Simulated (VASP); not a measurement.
Write the native input for VASP 6.6.1 that does the following.

| Item | Value |
| --- | --- |
| Task | single point |
| Functional | PBEsol |
| Potentials or basis | VASP PAW PBE potentials, release 64 (Y_sv) |
| Cutoff | 520 eV |
| k mesh | 1 × 1 × 11 |
| Occupations | gaussian, width 0.05 eV |
| Spin | collinear spin, typed start |
| Starting moments | [1.5, 1.5] μB |
| Dipole correction | no |
| Further INCAR settings | ALGO = Normal; EDIFF = 1e-06; NBANDS = 22 |

The structure of Y lies in POSCAR:

```
Y
1.0
    9.0000000000      0.0000000000      0.0000000000
    0.0000000000      9.3000000000      0.0000000000
    0.0000000000      0.0000000000      6.2643267306
Y
2
Direct
    0.5000000000      0.5000000000      0.0000000000
    0.5000000000      0.5000000000      0.4650000000
```

One way to write it, as run:

INCAR

```
  ALGO = Normal
  EDIFF = 1E-6
  ENCUT = 520
  GGA = PS
  ISIF = 2
  ISMEAR = 0
  ISPIN = 2
  LASPH = T
  LCHARG = F
  LMAXMIX = 4
  LORBIT = 11
  LREAL = F
  LWAVE = F
  MAGMOM = 1.5 1.5
  NBANDS = 22
  NELM = 150
  PREC = Accurate
  SIGMA = 0.05
```

KPOINTS

```
k-points
0
Gamma
  1 1 11
```

Potentials or basis: VASP PAW PBE potentials, release 64 (Y_sv).

Run with:

```bash
$ cat potpaw_PBE.64/Y_sv/POTCAR > POTCAR
$ mpirun -np 1 vasp_std > vasp.out
```

Results of the run:

```yaml
Largest_force: 0.257 eV/Å
Band_gap_on_the_k_mesh: none (metal or under the smearing width)
Net_moment: 2.00 μB per cell
Site_moments: Y +0.60 μB
Valence_electrons_inside_the_program's_atomic_spheres: Y 9.34
```

Caveat: the PAW data sets were made with another functional, which shifts forces and pressure a little.

It took 120 s on 1 thread of Intel(R) Xeon(R) 6975P-C (Granite Rapids), with other jobs on the host, peak memory 0.74 GiB.
